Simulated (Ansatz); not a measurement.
Al2ZnO4: relaxation (Ansatz)

Run with:

```bash
ansatz run input.yaml --threads 2 --pin off --max-ram 3584MiB --backend cpu --events-out ev --progress --plain --runs-dir out
```

input.yaml:

```yaml
crystal:
  lattice:
    - [0.0, 3.99834486, 3.99834486]
    - [3.99834486, 0.0, 3.99834486]
    - [3.99834486, 3.99834486, 0.0]
  atoms:
    - { symbol: Zn, position: [0.125, 0.125, 0.125] }
    - { symbol: Zn, position: [0.875, 0.875, 0.875] }
    - { symbol: Al, position: [0.5, 0.5, 0.5] }
    - { symbol: Al, position: [0.0, 0.5, 0.5] }
    - { symbol: Al, position: [0.5, 0.5, 0.0] }
    - { symbol: Al, position: [0.5, 0.0, 0.5] }
    - { symbol: O, position: [0.2641, 0.2641, 0.2641] }
    - { symbol: O, position: [0.2923, 0.7359, 0.7359] }
    - { symbol: O, position: [0.2641, 0.2641, 0.7077] }
    - { symbol: O, position: [0.7359, 0.2923, 0.7359] }
    - { symbol: O, position: [0.7077, 0.2641, 0.2641] }
    - { symbol: O, position: [0.7359, 0.7359, 0.7359] }
    - { symbol: O, position: [0.2641, 0.7077, 0.2641] }
    - { symbol: O, position: [0.7359, 0.7359, 0.2923] }
  symmetry: { tolerance: 0.0003 }
kpoints:
  mp_grid: { grid: [6, 6, 6], shift: [0, 0, 0] }
magnetization:
  spin_polarized: false
scf:
  occupations: { method: fermi_dirac }
  lower_state_search: "off"
hamiltonian:
  pseudopotentials: { kind: paw }
  xc: r2scan
basis:
  ecutwfc: 500
  fft_grid_basis: typed
relax:
  max_steps: 80
  cell: { p_target: 20.0 }
output:
  forces: true
  stress: true
  eigenvalues: true
  bader: true
  populations: true
  elf: true
  write_potential: true
  volumetric_format: npy
  dos:
    e_range: [-12, 8]
    de: 0.05
    projected: { site_lists: { Al: [Al], O: [O], Zn: [Zn] } }
checkpoint:
  read: saved_state
```

Origin of the cell: a database entry, scaled a little.

The smearing width isn't typed, so it takes its default of 0.1 eV.

The saved state is a converged single point of the same cell.

Steps («new basis» is an SCF on plane waves selected anew at the same cell):

```tsv
step	ΔH (meV/atom)	max force component (eV/Å)	P (GPa)	volume (Å³)	SCF iterations	step was
1	0.0	0.074	7.10	127.84	7	accepted
2	-15.0	0.026	13.70	124.45	6	accepted
3	-19.0	0.005	20.46	121.50	6	accepted
4	-19.0	0.000	19.98	121.71	4	accepted
5	-18.7	0.001	20.02	121.71	6	new basis
```

The starting structure.

Space group Fd-3m (No. 227); the run's cell has a = 5.655 Å, b = 5.655 Å, c = 5.655 Å, α = 60.00°, β = 60.00°, γ = 60.00°. Shortest distances: Al–O 1.89 Å, O–Zn 1.93 Å, O–O 2.51 Å, Al–Al 2.83 Å, Al–Zn 3.32 Å, Zn–Zn 3.46 Å.

After:

Space group Fd-3m (No. 227); the run's cell has a = 5.563 Å, b = 5.563 Å, c = 5.563 Å, α = 60.00°, β = 60.00°, γ = 60.00°. Shortest distances: Al–O 1.87 Å, O–Zn 1.89 Å, O–O 2.48 Å, Al–Al 2.78 Å, Al–Zn 3.26 Å, Zn–Zn 3.41 Å.

```xyz
14
Lattice="0.0000 3.9333 3.9333 3.9333 0.0000 3.9333 3.9333 3.9333 0.0000" Properties=species:S:1:pos:R:3 pbc="T T T"
Zn    0.9833    0.9833    0.9833
Zn    6.8834    6.8834    6.8834
Al    3.9333    3.9333    3.9333
Al    3.9333    1.9667    1.9667
Al    1.9667    1.9667    3.9333
Al    1.9667    3.9333    1.9667
O     2.0725    2.0725    2.0725
O     5.7942    4.0392    4.0392
O     3.8275    3.8275    2.0725
O     4.0392    5.7942    4.0392
O     2.0725    3.8275    3.8275
O     5.7942    5.7942    5.7942
O     3.8275    2.0725    3.8275
O     4.0392    4.0392    5.7942
```

```yaml
Enthalpy_lowered_by: 18.7 meV/atom
Volume_change: -4.80 %
Final_pressure: 20.02 GPa
Relaxation_steps_listed: 5
```

Caveats: the relaxation held the start's symmetry, so the end may be a saddle point.

The run took 110 s on 2 threads of Arm Neoverse V1, with other jobs on the host, peak memory 0.9 GiB, from a saved density.
